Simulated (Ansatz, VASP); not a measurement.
# PtS2 in VASP and in Ansatz

File INCAR:

```
SYSTEM = PtS2
ALGO = Normal
EDIFF = 1E-7
ENCUT = 520
GGA = PS
ISIF = 2
ISMEAR = -1
LASPH = .TRUE.
LCHARG = .FALSE.
LREAL = .FALSE.
LWAVE = .FALSE.
NBANDS = 18
NELM = 60
PREC = Accurate
SIGMA = 0.05
```

KPOINTS

```
k-points
0
G
  9 9 5
  0 0 0
```

POSCAR

```
PtS2
1.0
    3.5666655845      0.0000000000      0.0000000000
   -1.7833327923      3.0888230030      0.0000000000
    0.0000000000      0.0000000000      5.0721705089
Pt S
1 2
Direct
    0.0000000000      0.0000000000      0.0000000000
    0.6666666667      0.3333333333      0.7730000000
    0.3333333333      0.6666666667      0.2270000000
```

input.yaml

```yaml
crystal:
  lattice:
    - [3.5666655845, 0.0, 0.0]
    - [-1.7833327923, 3.088823003, 0.0]
    - [0.0, 0.0, 5.0721705089]
  atoms:
    - { symbol: Pt, position: [0.0, 0.0, 0.0] }
    - { symbol: S, position: [0.6666666667, 0.3333333333, 0.773] }
    - { symbol: S, position: [0.3333333333, 0.6666666667, 0.227] }
hamiltonian:
  xc: pbesol
  pseudopotentials: { kind: paw }
kpoints:
  mp_grid: { grid: [9, 9, 5] }
scf:
  occupations: { method: fermi_dirac, width: 0.05 }
output:
  forces: true
  stress: true
  eigenvalues: true
  write_density: true
  write_potential: true
  elf: true
  volumetric_format: npy
```

Change from the starting cell: volume scaled by 1.02.

Alike in both runs: task single point; functional PBEsol; k mesh 9 × 9 × 5; occupations fermi-dirac, width 0.05 eV; no spin polarisation.

|  | VASP | Ansatz |
| --- | --- | --- |
| version | VASP 6.6.1 | Ansatz 0.2.0 |
| potentials or method | VASP PAW PBE potentials, release 64 (Pt, S) | Ansatz PAW |
| plane-wave cutoff (eV) | 520 | 420 |
| valence electrons in the cell | 22 | 30 |

```tsv
	VASP	Ansatz	Ansatz less VASP
gap on the k mesh at the Fermi level (eV)	0.94	0.93	-0.014
least direct gap on the mesh (eV)	0.98	0.97	-0.009
pressure (GPa)	2.9	3.2	+0.29
largest component of the traceless stress (GPa)	0.58	0.44	-0.138
rms of the force components (eV/Å)	0.299	0.308	+0.0099
```

Atom by atom the forces differ by 0.010 eV/Å (rms over components). The two sets of potentials don't hold the same shells in valence.

Caveats: spin-orbit coupling is left out, which moves the levels of the heavy elements; the PAW data sets were made with another functional, which shifts forces and pressure a little (VASP); an odd mesh through Γ misses points on the zone boundary, where band edges often lie (VASP); odd divisions of the mesh miss points on the zone boundary, where band edges often lie, so the gap on the mesh can be too wide (Ansatz); the PAW data sets come from PBE, with cores solved anew for the run's functional, which leaves a small shift of forces and pressure (Ansatz).
